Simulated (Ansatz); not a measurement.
# TiSi2 (Fddd) in Ansatz: relaxation of cell and atoms with PBEsol

Aim: the relaxation of cell and atoms of TiSi2 with PBEsol.

All numbers are computed with Ansatz 0.2.0; they aren't measurements. Logs are shortened: lines on timing, memory, paths and dates and some standing lists are left out, and cuts for length are marked.

**1. The structure**

The structure is orthorhombic, space group Fddd (No. 70). The conventional cell has a = 4.779 Å, b = 8.235 Å, c = 8.526 Å, α = 90.00°, β = 90.00°, γ = 90.00°. Ti (site symmetry 222) is surrounded by 10 Si at 2.55 to 2.78 Å. Si (site symmetry 2) has 5 Si at 2.52 to 2.79 Å and 5 Ti at 2.55 to 2.78 Å as nearest neighbours.

The cell is a database's computed one.

**2. Relaxation of cell and atoms, PBEsol**

Input file input.yaml:

```yaml
crystal:
  lattice:
    - [0.0, 4.1175163063, 4.2628978354]
    - [2.3895119538, 0.0, 4.2628978354]
    - [2.3895119538, 4.1175163063, 0.0]
  atoms:
    - { symbol: Ti, position: [0.75, 0.75, 0.75] }
    - { symbol: Ti, position: [0.5, 0.5, 0.5] }
    - { symbol: Si, position: [0.41256561, 0.08743439, 0.41256561] }
    - { symbol: Si, position: [0.08743439, 0.41256561, 0.08743439] }
    - { symbol: Si, position: [0.16256561, 0.83743439, 0.16256561] }
    - { symbol: Si, position: [0.83743439, 0.16256561, 0.83743439] }
hamiltonian:
  xc: pbesol
  pseudopotentials: { kind: paw }
kpoints:
  mp_grid: { grid: [5, 5, 5] }
scf:
  occupations: { method: fermi_dirac, width: 0.05 }
output:
  forces: true
  stress: true
  eigenvalues: true
  write_density: true
  write_potential: true
  elf: true
  volumetric_format: npy
relax:
  f_tol: 0.01
  max_steps: 40
  cell: { stress_tol: 0.05 }
```

Potentials or basis: Ansatz PAW.

Run with:

```bash
> ansatz run input.yaml --threads 2 --pin off --max-ram 5632MiB --backend cpu --events-out ev --progress --plain --runs-dir out
```

Standard output:

```text
Warning: RAYON_NUM_THREADS=2 ignored (pool sized by the plan → 2); use --threads N
Engine: ansatz 0.2.0, aarch64-unknown-linux-gnu
Pseudopotentials: kind: paw
Pseudopotential: Ti, paw, valence charge 12, recommended cutoff 420 eV (normal), Ti.paw.azcp
Pseudopotential: Si, paw, valence charge 4, recommended cutoff 420 eV (normal), Si.paw.azcp
Functional definition: PBEsol
  exchange = pbesol_x
  correlation = pbesol_c
Crystal: 6 atoms, lattice volume = 83.884 Å³
Basis set: ecut = 420 eV, 1617 PW (Γ), exchange–correlation on 80×72×64 points (8 copies of the dense FFT grid, shifted against one another)
Bands: 26, of which v1, the nominal top of the filled ones, is band 20 counted from 1 (19 counted from 0)
Symmetry: 8 space group operations
Space group: Fddd (ITA 70), of the structure as read, at distance tolerance 4.4e-5 Å
k-points: 27 of 125
Non-local potential: Ti, projectors of the file, l = 0: 3, l = 1: 2, l = 2: 3, l = 3: 1
Non-local potential: Si, projectors of the file, l = 0: 2, l = 1: 2, l = 2: 2
PAW form: soft (Blöchl's): semilocal exchange-correlation on the pseudo side does not see the compensation charge
PAW frozen core: Ti, regenerated for the run's functional, and the local potential with it (the file was generated under x = pbe(κ = 0.804, μ = 0.2195149727645171), c = pbe(β = 0.06672455060314922))
PAW frozen core: Si, regenerated for the run's functional, and the local potential with it (the file was generated under x = pbe(κ = 0.804, μ = 0.2195149727645171), c = pbe(β = 0.06672455060314922))
PAW one-centre angular grid: Ti, 590 points (default); XC on 64 Gauss nodes
PAW one-centre angular grid: Si, 110 points (default); XC on 64 Gauss nodes
Initial density: superposition of atomic densities (neutral atoms: chi_scale 0, normalization atom), corrected by the library's trained network
Initial wavefunctions: pseudopotential atomic-orbital guess
Functional: x = pbesol(κ = 0.804, μ = 0.12345679012345678), c = pbesol(β = 0.046)
SCF iter   1: F=—  HF=-7437.768054 eV  |F-HF|=—  |Δ(HF+E_count)|=         —  Δρ=3.96e-3  dr2=1.62e-2  ethr=1.77e-3  ⟨swp⟩=6.3  Hψ=3511  notcnv=0
preconditioner: auto → Kerker (q_TF=auto, 2.412 Å⁻¹)  [metal: Δε(μ)=0.036 eV  Ē_g=6.376 eV  σ=0.050 eV  W_gap=0.18  n_scr=16 (ndim 8)  ℏωp=19.9 eV  f_vac=0.000  D(μ)=2.54/eV (n_scr^D=16)]
SCF iter   2: F=—  HF=-7437.765411 eV  |F-HF|=—  |Δ(HF+E_count)|=   2.64e-3  Δρ=2.34e-3  dr2=5.46e-3  ethr=4.05e-5  ⟨swp⟩=1.2  Hψ=923  notcnv=0  defer=5
SCF iter   3: F=—  HF=-7437.764265 eV  |F-HF|=—  |Δ(HF+E_count)|=   1.15e-3  Δρ=2.27e-4  dr2=5.17e-5  ethr=1.37e-5  ⟨swp⟩=2.3  Hψ=1080  notcnv=0  defer=5
SCF iter   4: F=—  HF=-7437.764253 eV  |F-HF|=—  |Δ(HF+E_count)|=   1.25e-5  Δρ=8.90e-5  dr2=7.68e-6  ethr=1.29e-7  ⟨swp⟩=2.1  Hψ=1056  notcnv=0  defer=5
SCF iter   5: F=—  HF=-7437.764251 eV  |F-HF|=—  |Δ(HF+E_count)|=   1.45e-6  Δρ=2.17e-5  dr2=2.85e-7  ethr=1.92e-8  ⟨swp⟩=2.7  Hψ=1141  notcnv=0  defer=5
SCF iter   6: F=-7437.764251 eV  HF=-7437.764251 eV  |F-HF|=1.23e-8  |Δ(HF+E_count)|=   2.21e-8  Δρ=3.86e-6  dr2=1.62e-8  ethr=2.50e-10  ⟨swp⟩=9.8  Hψ=4262  notcnv=0
SCF 1 converged in 6 iterations: F = -7437.764251 eV  dr2 = 1.62e-8
relax step   1: F+E_penalty+E_count = -7437.76425109 eV  Δ(F+E_penalty+E_count) = +0.000e0 eV  max|allowed force component| = 5.954e-3 eV/Å  Δτ_max = 0.0000 Å  P = -1.943 GPa  Ω = 83.884 Å³  (6 SCF iters, dr2 threshold 1.00e-7 eV, accepted)
Crystal: 6 atoms, lattice volume = 82.425 Å³
Basis set: ecut = 420 eV, 1609 PW (Γ), exchange–correlation on 80×72×64 points (8 copies of the dense FFT grid, shifted against one another)
Initial density: handed on by an earlier stage of this run
Initial wavefunctions: those handed on with the density
iter 1 solved again at ethr=6.89e-6 eV; its pass at ethr=3.10e-3 eV (dr2=2.76e-3 eV) is discarded
SCF iter   1: F=—  HF=-7437.775611 eV  |F-HF|=—  |Δ(HF+E_count)|=         —  Δρ=1.67e-3  dr2=2.87e-3  ethr=6.89e-6  ⟨swp⟩=1.8  Hψ=3769  notcnv=0
preconditioner: auto → Kerker (q_TF=auto, 2.419 Å⁻¹)  [metal: Δε(μ)=0.014 eV  Ē_g=6.454 eV  σ=0.050 eV  W_gap=0.07  n_scr=16 (ndim 8)  ℏωp=20.0 eV  f_vac=0.000  D(μ)=2.74/eV (n_scr^D=16)]
SCF iter   2: F=—  HF=-7437.775010 eV  |F-HF|=—  |Δ(HF+E_count)|=   6.01e-4  Δρ=8.91e-4  dr2=8.29e-4  ethr=6.89e-6  ⟨swp⟩=1.1  Hψ=705  notcnv=0
SCF iter   3: F=—  HF=-7437.774728 eV  |F-HF|=—  |Δ(HF+E_count)|=   2.82e-4  Δρ=1.54e-4  dr2=2.55e-5  ethr=2.07e-6  ⟨swp⟩=2.8  Hψ=1090  notcnv=0
SCF iter   4: F=—  HF=-7437.774720 eV  |F-HF|=—  |Δ(HF+E_count)|=   8.09e-6  Δρ=3.78e-5  dr2=1.06e-6  ethr=6.37e-8  ⟨swp⟩=2.1  Hψ=989  notcnv=0
iter 5 did not close the SCF: its close was put off for the readings that it lacked (scf_convergence_deferred on its scf_iter line)
SCF iter   5: F=-7437.774720 eV  HF=-7437.774720 eV  |F-HF|=9.09e-9  |Δ(HF+E_count)|=   1.39e-7  Δρ=7.22e-6  dr2=2.82e-8  ethr=2.64e-9  ⟨swp⟩=2.5  Hψ=1045  notcnv=0
SCF iter   6: F=-7437.774720 eV  HF=-7437.774720 eV  |F-HF|=9.46e-10  |Δ(HF+E_count)|=   1.62e-9  Δρ=1.23e-6  dr2=1.43e-9  ethr=7.04e-11  ⟨swp⟩=5.0  Hψ=3683  notcnv=0
SCF 2 converged in 6 iterations: F = -7437.774720 eV  dr2 = 1.43e-9
relax step   2: F+E_penalty+E_count = -7437.77472012 eV  Δ(F+E_penalty+E_count) = -1.047e-2 eV  max|allowed force component| = 2.541e-2 eV/Å  Δτ_max = 0.0021 Å  P = +0.373 GPa  Ω = 82.425 Å³  energy of the carried Pulay correction = +2.981e-4 eV  (6 SCF iters, dr2 threshold 6.00e-7 eV, accepted)
Crystal: 6 atoms, lattice volume = 82.682 Å³
iter 1 solved again at ethr=6.36e-7 eV; its pass at ethr=3.10e-3 eV (dr2=2.55e-4 eV) is discarded
[... 17 lines left out ...]
iter 4 did not close the SCF: its close was put off for the readings that it lacked (scf_convergence_deferred on its scf_iter line)
SCF iter   4: F=-7437.775602 eV  HF=-7437.775602 eV  |F-HF|=1.06e-9  |Δ(HF+E_count)|=   1.97e-8  Δρ=1.41e-6  dr2=1.70e-9  ethr=1.99e-10  ⟨swp⟩=2.0  Hψ=982  notcnv=0
iter 5 did not close the SCF: its close was put off for the readings that it lacked (scf_convergence_deferred on its scf_iter line)
SCF iter   5: F=-7437.775602 eV  HF=-7437.775602 eV  |F-HF|=9.09e-12  |Δ(HF+E_count)|=  4.91e-10  Δρ=2.03e-7  dr2=2.60e-11  ethr=4.25e-12  ⟨swp⟩=2.0  Hψ=962  notcnv=0
SCF iter   6: F=-7437.775602 eV  HF=-7437.775602 eV  |F-HF|=0.00e0  |Δ(HF+E_count)|=  3.64e-12  Δρ=3.68e-8  dr2=1.31e-12  ethr=1.00e-12  ⟨swp⟩=4.0  Hψ=2891  notcnv=0
SCF 4 converged in 6 iterations: F = -7437.775602 eV  dr2 = 1.31e-12
relax step   4: F+E_penalty+E_count = -7437.77560193 eV  Δ(F+E_penalty+E_count) = -4.084e-5 eV  max|allowed force component| = 7.955e-3 eV/Å  Δτ_max = 0.0008 Å  P = -0.012 GPa  Ω = 82.680 Å³  energy of the carried Pulay correction = +2.449e-4 eV  (6 SCF iters, accepted)
Initial wavefunctions: pseudopotential atomic-orbital guess (no wavefunctions were taken with the density)
iter 1 solved again at ethr=4.49e-8 eV; its pass at ethr=3.10e-3 eV (dr2=1.79e-5 eV) is discarded
SCF iter   1: F=—  HF=-7437.775393 eV  |F-HF|=—  |Δ(HF+E_count)|=         —  Δρ=1.06e-5  dr2=1.01e-8  ethr=4.49e-8  ⟨swp⟩=3.0  Hψ=5151  notcnv=0
preconditioner: auto → Kerker (q_TF=auto, 2.417 Å⁻¹)  [metal: Δε(μ)=0.015 eV  Ē_g=6.448 eV  σ=0.050 eV  W_gap=0.08  n_scr=16 (ndim 8)  ℏωp=20.0 eV  f_vac=0.000  D(μ)=2.69/eV (n_scr^D=16)]
SCF iter   2: F=—  HF=-7437.775394 eV  |F-HF|=—  |Δ(HF+E_count)|=   4.63e-7  Δρ=5.54e-6  dr2=2.80e-9  ethr=2.53e-11  ⟨swp⟩=2.0  Hψ=1222  notcnv=0
iter 3 did not close the SCF: its close was put off for the readings that it lacked (scf_convergence_deferred on its scf_iter line)
SCF iter   3: F=-7437.775394 eV  HF=-7437.775394 eV  |F-HF|=9.09e-13  |Δ(HF+E_count)|=   7.43e-9  Δρ=1.61e-7  dr2=7.07e-12  ethr=7.00e-12  ⟨swp⟩=2.0  Hψ=1069  notcnv=0
iter 4 did not close the SCF: its close was put off for the readings that it lacked (scf_convergence_deferred on its scf_iter line)
SCF iter   4: F=-7437.775394 eV  HF=-7437.775394 eV  |F-HF|=1.82e-12  |Δ(HF+E_count)|=  8.19e-12  Δρ=4.84e-8  dr2=1.94e-12  ethr=1.00e-12  ⟨swp⟩=1.0  Hψ=702  notcnv=0
iter 5 did not close the SCF: its close was put off for the readings that it lacked (scf_convergence_deferred on its scf_iter line)
SCF iter   5: F=-7437.775394 eV  HF=-7437.775394 eV  |F-HF|=1.82e-12  |Δ(HF+E_count)|=    0.00e0  Δρ=1.39e-8  dr2=8.39e-14  ethr=1.00e-12  ⟨swp⟩=1.0  Hψ=702  notcnv=0
iter 6 did not close the SCF: its close was put off for the readings that it lacked (scf_convergence_deferred on its scf_iter line)
SCF iter   6: F=-7437.775394 eV  HF=-7437.775394 eV  |F-HF|=1.82e-12  |Δ(HF+E_count)|=  3.64e-12  Δρ=4.66e-9  dr2=1.21e-14  ethr=1.00e-12  ⟨swp⟩=1.0  Hψ=702  notcnv=0
SCF iter   7: F=-7437.775394 eV  HF=-7437.775394 eV  |F-HF|=2.73e-12  |Δ(HF+E_count)|=  9.09e-13  Δρ=1.41e-9  dr2=1.05e-15  ethr=1.00e-12  ⟨swp⟩=2.0  Hψ=1930  notcnv=0
SCF 5 converged in 7 iterations: F = -7437.775394 eV  dr2 = 1.05e-15
relax step   5: F+E_penalty+E_count = -7437.77539386 eV  Δ(F+E_penalty+E_count) = +2.081e-4 eV  max|allowed force component| = 7.996e-3 eV/Å  Δτ_max = 0.0000 Å  P = -0.017 GPa  Ω = 82.680 Å³  stress off target by 4.27e-2 GPa  SCF on the basis re-selected at this cell (its energy is not comparable with the rows above)  (7 SCF iters)
basis re-selected at this cell: Δ(F+E_penalty+E_count) = +2.081e-4 eV, ΔP = -0.005 GPa vs the last step (what re-selecting the basis moved, of the pressure what is left beyond the Pulay correction that the steps carried, after the strain that the cell walked since its last selection, with what the two solves' SCF thresholds leave and, on support functions, any second-order correction that the steps lacked; it is no measure of the basis error at this ecutwfc). This SCF's stress stands 4.27e-2 GPa from its target on what of the cell is left free (relax.cell.stress_tol is 5.00e-2 GPa) and its largest allowed force component is 8.00e-3 eV/Å (relax.f_tol is 1.00e-2 eV/Å): within both
SCF converged after 7 iterations
Free energy (F): -7437.775394 eV
Harris-Foulkes:  -7437.775394 eV  (|F-HF|=2.73e-12)
Internal energy: -7437.754191 eV  (E = F + TS)
E sigma→0 (E₀):  -7437.764793 eV
Entropy (-TS):   -0.021203 eV (-3.534 meV/atom)
Fermi energy:    12.686654 eV
--- Per-component energies (eV) ---
  E_band       = -205.828190
  E_kinetic    = 721.586631
  E_local      = -2009.555906  (includes V_loc(G=0)·N_el)
  E_nonlocal   = 120.048020
  E_hartree    = 878.049674
  E_xc         = -421.411874
  E_vxc        = -442.574259  (∫ρ·V_xc dr)
  E_paw        = -4040.779793  (= ΣΔE_a)
  E_vpaw       = -351.432226  (= ΣTr[D̂ρ^β])
  E_aug_tail   = 0.000204  (compensation charges beyond the density's cutoff)
  E_ewald      = -2686.096159
  E_core_change = 0.405011  (= ΣΔE_core)
  E_smearing   = -0.021203  (= −TS)
  E_closure    = 0.000000  (closes the sum)
  Σ components = -7437.775394   (vs F -7437.775394, Δ=0.00e0)
--- Forces (eV/Å), atoms counted from 1 ---
  atom   1  Ti     0.00000000     0.00000000     0.00000000
  atom   2  Ti     0.00000000    -0.00000000     0.00000000
  atom   3  Si     0.00000000    -0.00799587    -0.00000000
  atom   4  Si     0.00000000     0.00799587     0.00000000
  atom   5  Si     0.00000000    -0.00799587     0.00000000
  atom   6  Si     0.00000000     0.00799587     0.00000000
  max |Σ_I F_I| component: 0.00e0 eV/Å
--- Stress (GPa, compression-positive) ---
       -0.042700       0.000000      -0.000000
        0.000000      -0.031067       0.000000
       -0.000000      -0.000000       0.021334
  P = ⅓ Tr σ = -0.0175 GPa (-0.175 kbar)
--- Band table (eV; the first three rows and the last of 27) ---
  k-point 0: bands = ["-43.1878", "-43.1567", "-19.6980", "-19.6805", "-19.5923", "-19.5767", "-19.5608", "-19.5607", "0.0858", "5.9748", "7.1234", "7.2895", "7.6523", "8.9464", "9.0822", "10.1868", "10.4245", "10.7545", "11.0136", "11.4335", "11.8067", "14.8483", "15.9830", "16.1768", "16.2014", "16.3377"]
  k-point 1: bands = ["-43.1855", "-43.1588", "-19.6974", "-19.6777", "-19.6051", "-19.5768", "-19.5605", "-19.5577", "0.5090", "5.4895", "5.7324", "7.1622", "8.0035", "8.8531", "9.7438", "9.8153", "10.8417", "10.9606", "11.5955", "11.6289", "12.0348", "14.4412", "15.6066", "15.6796", "15.8622", "15.9355"]
  k-point 2: bands = ["-43.1807", "-43.1633", "-19.7009", "-19.6645", "-19.6316", "-19.5716", "-19.5632", "-19.5532", "1.6414", "3.7918", "5.0728", "6.9732", "7.7306", "8.2727", "9.8649", "10.5653", "10.6828", "11.6364", "12.4617", "12.6973", "13.4089", "13.9300", "14.7510", "15.2079", "15.4784", "15.5463"]
  k-point 26: bands = ["-43.1735", "-43.1706", "-19.6743", "-19.6593", "-19.6309", "-19.6121", "-19.5565", "-19.5504", "2.2486", "2.3235", "5.6261", "6.9997", "8.1688", "9.4079", "10.3579", "10.4294", "10.9022", "11.4022", "11.7458", "11.7666", "13.7300", "13.8368", "14.4005", "15.1422", "15.6555", "15.9672"]
--- Relaxed structure (4 steps of the walk, 4 accepted, 1 SCFs on fresh bases) ---
  F+E_penalty+E_count = -7437.77539386 eV   max|allowed force component| = 7.996e-3 eV/Å   (the final SCF, on the basis selected at the relaxed cell)
  cell:  # Å, volume = 82.6797 Å³
    - [1.3494259952044001e-18, 4.081704642371951, 4.267684225515133]
    - [2.3732028564514254, -4.972738514913126e-33, 4.267684225515133]
    - [2.3732028564514254, 4.081704642371951, 7.564031958571994e-19]
  atoms:
    - { symbol: Ti, position: [0.7499999999999999, 0.7500000000000001, 0.75] }
    - { symbol: Ti, position: [0.5, 0.5, 0.5] }
    - { symbol: Si, position: [0.4125149366410436, 0.0874850633589564, 0.41251493664104366] }
    - { symbol: Si, position: [0.08748506335895634, 0.41251493664104366, 0.08748506335895645] }
    - { symbol: Si, position: [0.1625149366410436, 0.8374850633589563, 0.16251493664104366] }
    - { symbol: Si, position: [0.8374850633589564, 0.16251493664104355, 0.8374850633589563] }
```

Wall time 10 s (2 threads of Arm Neoverse V2, shared host); peak memory 0.4 GiB.

What came out:

```yaml
Free_energy: -7437.7754 eV
Relaxed_volume: 13.78 Å³/atom
Relaxed_cell: a = 5.905 Å, b = 4.883 Å, c = 4.721 Å, α = 75.86°, β = 53.31°, γ = 50.83°
Space_group_after_relaxing_to_0.05_Å: Fddd (No. 70)
Energy_gained_by_relaxing: 1.9 meV/atom
Ionic_steps: 5
Pressure_after_relaxing: 0.0 GPa
Largest_force_after_relaxing: 0.008 eV/Å
Band_gap_on_the_k_mesh: none (metal or under the smearing width)
```

Forces in eV/Å, atoms in the order of the input:
```
Ti   0.000  0.000  0.000
Ti   0.000  0.000  0.000
Si   0.000 -0.008  0.000
Si   0.000  0.008  0.000
Si   0.000 -0.008  0.000
Si   0.000  0.008  0.000
```

Step by step:
```tsv
step	energy change (eV)	largest force (eV/Å)	volume (Å³)
1	0.0000	0.0060	83.88
2	-0.0105	0.0254	82.42
3	-0.0113	0.0141	82.68
4	-0.0114	0.0080	82.68
5	-0.0111	0.0080	82.68
```

Final structure:
```xyz
6
Lattice="0.0000 4.0817 4.2677 2.3732 0.0000 4.2677 2.3732 4.0817 0.0000" Properties=species:S:1:pos:R:3 pbc="T T T"
Ti    3.5598    6.1226    6.4015
Ti    2.3732    4.0817    4.2677
Si    1.1866    3.3675    2.1338
Si    1.1866    0.7142    2.1338
Si    2.3732    1.3267    4.2677
Si    2.3732    6.8367    4.2677
```

Caveat: the plane-wave basis is chosen anew once the cell has moved, so the energies of steps on either side of that aren't comparable; the PAW data sets come from PBE, with cores solved anew for the run's functional, which leaves a small shift of forces and pressure.
